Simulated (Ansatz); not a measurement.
The reference is ZrO2 in the fluorite structure (space group Fm-3m, No. 225).

```
ZrO2
1.0
    0.00000     2.54467     2.54467
    2.54467     0.00000     2.54467
    2.54467     2.54467     0.00000
Zr O
1 2
Direct
  0.00000   0.00000   0.00000
  0.25000   0.25000   0.25000
  0.75000   0.75000   0.75000
```

Cartesian axes are those of the cell as printed.

Calculations: r2SCAN (Ansatz, an electronic-structure program; PAW; 500 eV plane waves; no spin-orbit coupling).

Base values:

The valley order is Γ 3.89 eV; X along ⟨100⟩ 4.29 eV; a point along ⟨110⟩, about 0.8 Å⁻¹ from Γ 4.29 eV; L along ⟨111⟩ 4.50 eV.

Perturbation: uniaxial strain ε_yy = +1.28 %, all other strain components held at zero, atoms relaxed at fixed cell.

Task: What happens to the stress and valley order?

Result: The stress (xx, yy, zz, yz, xz, xy; compression positive) is (-1.25, -7.03, -1.25, 0.00, 0.00, 0.00) GPa; the valley order (the lowest conduction-band minima on the path, energy above the VBM, named in the base's zone) becomes Γ 3.74 eV; X along [010] 4.18 eV; X along [100] 4.19 eV; a point along [101], about 0.9 Å⁻¹ from Γ 4.26 eV (base: Γ 3.89 eV; X along ⟨100⟩ 4.29 eV; a point along ⟨110⟩, about 0.8 Å⁻¹ from Γ 4.29 eV; L along ⟨111⟩ 4.50 eV).

The levels and masses belong to the bands next to the band gap. Whether these cells are dynamically stable was not tested. This is not the structure that ZrO2 has at room temperature and ambient pressure.
